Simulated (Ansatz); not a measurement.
Li: pressure against volume

Li, Fm-3m, a = 4.376 Å. This isn't the element's structure at ambient conditions. Ansatz: r2SCAN, PAW, 500 eV, Γ-centred 16×16×16 mesh on 1 atom, Gaussian smearing 0.10 eV; no spin polarisation. Symmetry fixes shape and atoms, so the cell is only scaled; pressure is positive in compression.

| V (Å³/atom) | P (GPa) |
| --- | --- |
| 18.441 | 2.06 |
| 19.069 | 1.44 |
| 19.698 | 0.89 |
| 20.327 | 0.42 |
| 20.955 | 0.00 |
| 21.584 | -0.36 |
| 22.213 | ? |
| 23.051 | -1.06 |

Problem. Take V0 = 20.955 Å³/atom, fit the third-order Birch–Murnaghan form to the other rows, and predict the missing pressure.

Solution. With the Eulerian strain f = ½[(V0/V)^(2/3) − 1] and y = P/[3f(1 + 2f)^(5/2)], the form is the line y = B0 + 1.5 B0 (B0′ − 4) f. Rows (f, y): 0.04447, 12.48; 0.03245, 12.64; 0.02105, 12.71; 0.01025, 12.98; -0.00976, 12.92; -0.03079, 13.45. Means f = 0.01128, y = 12.863; Σ(Δf)² = 0.003859, ΣΔfΔy = -0.04494; the slope is their ratio. y = 12.99 − 11.65 f GPa, so B0 = 13.0 GPa and B0′ = 4 + 2 × (-11.65)/(3 × 12.99) = 3.40. At V = 22.213, f = -0.01906, y = 13.212 and P = -0.69 GPa. The run gave -0.69 GPa, the same to the digits shown.